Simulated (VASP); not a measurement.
# Ag₇Cl₈: nudged elastic band

Ag₇Cl₈, defect, 15 atoms in the cell. PBE, nudged elastic band; PAW potentials Ag, Cl (PBE set).

Path: a Ag atom hops into a neighbouring Ag vacancy; Moving images: 3; Charge of the cell: -1.

## Input

INCAR.step1:
```
ALGO = Normal
EDIFF = 1E-6
EDIFFG = -0.02
ENCUT = 300
IBRION = 2
ISIF = 2
ISMEAR = 0
ISYM = 0
KPAR = 6
LASPH = True
LCHARG = False
LREAL = False
LWAVE = False
NELECT = 134.0
NELM = 100
NSW = 100
POTIM = 0.5
PREC = Normal
SIGMA = 0.05
```

INCAR.step3, as INCAR.step1 but for:
```
- EDIFFG = -0.02
- IBRION = 2
- ISIF = 2
- KPAR = 6
- POTIM = 0.5
+ EDIFFG = -0.05
+ IBRION = 1
+ IMAGES = 3
+ KPAR = 2
+ POTIM = 0.3
+ SPRING = -5
```

KPOINTS:
```
k-points
0
Gamma
  4 2 2
```

00/POSCAR:
```
Ag7Cl8
1.0
    1.8709097030     -5.5565952358      0.0000000000
    3.7418194060     11.1131904716      0.0000000000
    0.0000000000      0.0000000000      7.8480747000
Ag Cl
7 8
Direct
    0.6395843477      0.1946390054      0.6250006031
    0.5984471949      0.7042898844      0.1250009954
    0.6033047826      0.7059065330      0.6249993213
    0.4290557917      0.2842700083      0.3674615168
    0.4290508962      0.2842659452      0.8825396725
    0.3727985756      0.7990273230      0.3725172476
    0.3727917252      0.7990234133      0.8774813298
    0.1272117532      0.4443446578      0.3751065196
    0.1271987989      0.4443391491      0.8748870376
    0.1384078491      0.9371526290      0.3773163834
    0.1383863168      0.9371397091      0.8726912533
    0.8221713152      0.0406865872      0.1250032665
    0.9265563346      0.0961230960      0.6250055831
    0.7833893781      0.5413807383      0.1249954323
    0.8882003400      0.5891336209      0.6249938379
```

01/POSCAR:
```
Ag7Cl8
1.0
    1.8709097030     -5.5565952358      0.0000000000
    3.7418194060     11.1131904716      0.0000000000
    0.0000000000      0.0000000000      7.8480747000
Ag Cl
7 8
Direct
    0.6189774134      0.2016373186      0.6272817516
    0.6021888753      0.7051849355      0.1297881230
    0.6058336499      0.7063983266      0.6285457590
    0.4610799114      0.2688596505      0.3128979382
    0.4084434488      0.2912639691      0.8848212634
    0.3765401572      0.7999224791      0.3773043581
    0.3753177302      0.7995138494      0.8810278174
    0.1364166144      0.4498103488      0.3792458272
    0.1103121494      0.4359483003      0.8790806910
    0.1545103033      0.9442429252      0.3809049846
    0.1282932882      0.9322961820      0.8774364955
    0.8313772747      0.0461523981      0.1291420726
    0.9096690098      0.0877310846      0.6291992606
    0.7994911966      0.5484714639      0.1285847572
    0.8781043775      0.5842890683      0.6297389007
```

02/POSCAR:
```
Ag7Cl8
1.0
    1.8709097030     -5.5565952358      0.0000000000
    3.7418194060     11.1131904716      0.0000000000
    0.0000000000      0.0000000000      7.8480747000
Ag Cl
7 8
Direct
    0.5983704791      0.2086356318      0.6295629001
    0.6059305557      0.7060799866      0.1345752507
    0.6083625171      0.7068901202      0.6320921967
    0.4931040310      0.2534492927      0.2583343595
    0.3878360014      0.2982619930      0.8871028542
    0.3802817387      0.8008176352      0.3820914687
    0.3778437351      0.8000042855      0.8845743049
    0.1456214756      0.4552760397      0.3833851348
    0.0934254998      0.4275574515      0.8832743445
    0.1706127574      0.9513332214      0.3844935857
    0.1182002596      0.9274526549      0.8821817376
    0.8405832342      0.0516182090      0.1332808787
    0.8927816850      0.0793390732      0.6333929381
    0.8155930151      0.5555621894      0.1321740822
    0.8680084150      0.5794445158      0.6344839636
```

03/POSCAR:
```
Ag7Cl8
1.0
    1.8709097030     -5.5565952358      0.0000000000
    3.7418194060     11.1131904716      0.0000000000
    0.0000000000      0.0000000000      7.8480747000
Ag Cl
7 8
Direct
    0.5777635448      0.2156339449      0.6318440486
    0.6096722361      0.7069750377      0.1393623784
    0.6108913843      0.7073819138      0.6356386345
    0.5251281507      0.2380389349      0.2037707808
    0.3672285540      0.3052600169      0.8893844451
    0.3840233203      0.8017127914      0.3868785793
    0.3803697400      0.8004947216      0.8881207925
    0.1548263368      0.4607417306      0.3875244423
    0.0765388502      0.4191666027      0.8874679979
    0.1867152115      0.9584235176      0.3880821868
    0.1081072310      0.9226091278      0.8869269798
    0.8497891937      0.0570840199      0.1374196849
    0.8758943602      0.0709470618      0.6375866156
    0.8316948336      0.5626529150      0.1357634071
    0.8579124525      0.5745999633      0.6392290264
```

04/POSCAR:
```
Ag7Cl8
1.0
    1.8709097030     -5.5565952358      0.0000000000
    3.7418194060     11.1131904716      0.0000000000
    0.0000000000      0.0000000000      7.8480747000
Ag Cl
7 8
Direct
    0.5571566106      0.2226322581      0.6341251971
    0.6134139165      0.7078700888      0.1441495061
    0.6134202515      0.7078737075      0.6391850722
    0.5571522704      0.2226285771      0.1492072022
    0.3466211066      0.3122580408      0.8916660360
    0.3877649018      0.8026079475      0.3916656899
    0.3828957450      0.8009851577      0.8916672800
    0.1640311981      0.4662074215      0.3916637499
    0.0596522006      0.4107757539      0.8916616513
    0.2028176656      0.9655138138      0.3916707880
    0.0980142024      0.9177656007      0.8916722220
    0.8589951532      0.0625498308      0.1415584910
    0.8590070353      0.0625550504      0.6417802930
    0.8477966521      0.5697436405      0.1393527320
    0.8478164900      0.5697554108      0.6439740892
```

POSCAR.step1:
```
Ag7Cl8
1.0
    1.8709097030     -5.5565952358      0.0000000000
    3.7418194060     11.1131904716      0.0000000000
    0.0000000000      0.0000000000      7.8480747000
Ag Cl
7 8
Direct
    0.6034446000      0.1982777000      0.6250000000
    0.6034446000      0.6982777000      0.1250000000
    0.6034446000      0.6982777000      0.6250000000
    0.3965554000      0.3017223000      0.3750000000
    0.3965554000      0.3017223000      0.8750000000
    0.3965554000      0.8017223000      0.3750000000
    0.3965554000      0.8017223000      0.8750000000
    0.1345512700      0.4327243650      0.3750000000
    0.1345512700      0.4327243650      0.8750000000
    0.1345512700      0.9327243650      0.3750000000
    0.1345512700      0.9327243650      0.8750000000
    0.8654487300      0.0672756350      0.1250000000
    0.8654487300      0.0672756350      0.6250000000
    0.8654487300      0.5672756350      0.1250000000
    0.8654487300      0.5672756350      0.6250000000
```

POSCAR.step2:
```
Ag7Cl8
1.0
    1.8709097030     -5.5565952358      0.0000000000
    3.7418194060     11.1131904716      0.0000000000
    0.0000000000      0.0000000000      7.8480747000
Ag Cl
7 8
Direct
    0.6034446000      0.1982777000      0.6250000000
    0.6034446000      0.6982777000      0.1250000000
    0.6034446000      0.6982777000      0.6250000000
    0.6034446000      0.1982777000      0.1250000000
    0.3965554000      0.3017223000      0.8750000000
    0.3965554000      0.8017223000      0.3750000000
    0.3965554000      0.8017223000      0.8750000000
    0.1345512700      0.4327243650      0.3750000000
    0.1345512700      0.4327243650      0.8750000000
    0.1345512700      0.9327243650      0.3750000000
    0.1345512700      0.9327243650      0.8750000000
    0.8654487300      0.0672756350      0.1250000000
    0.8654487300      0.0672756350      0.6250000000
    0.8654487300      0.5672756350      0.1250000000
    0.8654487300      0.5672756350      0.6250000000
```

Commands (each step's output is kept before the next begins):
```
cat potpaw_PBE.64/Ag/POTCAR potpaw_PBE.64/Cl/POTCAR > POTCAR
cp INCAR.step1 INCAR
cp POSCAR.step1 POSCAR
mpirun -np 6 vasp_std > vasp.out
cp POSCAR.step2 POSCAR
mpirun -np 6 vasp_std > vasp.out
# 00 and 04 hold the relaxed ends; the images between are interpolated (pair-distance (IDPP))
cp INCAR.step3 INCAR
mpirun -np 6 vasp_std > vasp.out
```

## Result

- Barrier (eV): 0.078
- Barrier of the reverse step (eV): 0.078
- Energy of the second end over the first (eV): 0.000
- Top of the path (share of its length): 0.50
- Length of the path (Å): 2.67
- Steps of the band: 11
- Ionic steps, all stages: 81
- Electronic steps, all stages: 785

Energy along the relaxed band:

| Image | Distance along the path (Å) | Energy above the first end (eV) | Slope along the path (eV/Å) | Largest force across the path (eV/Å) |
|---|---|---|---|---|
| 0 | 0.000 | 0.000 | relaxed end |  |
| 1 | 0.667 | 0.051 | 0.089 | 0.039 |
| 2 | 1.333 | 0.078 | 0.001 | 0.050 |
| 3 | 1.999 | 0.051 | -0.089 | 0.039 |
| 4 | 2.666 | 0.000 | relaxed end |  |

The cell is AgCl (16 atoms) with one Ag atom missing.

The two ends have the same energy within 0.01 eV.

Limits: the cell holds 15 atoms, so the vacancy or interstitial meets its own images and the barrier isn't that of a lone defect; the cell is charged against a uniform background; the barrier compares two equally charged cells; the atom stays on the straight, symmetric line between the sites, so the barrier is an upper bound: a way around it wasn't tried.

VASP 6.6.1 took 1402 s on 6 cores (Intel Xeon Platinum 8375C @ 2.90GHz (Ice Lake)), a shared host.
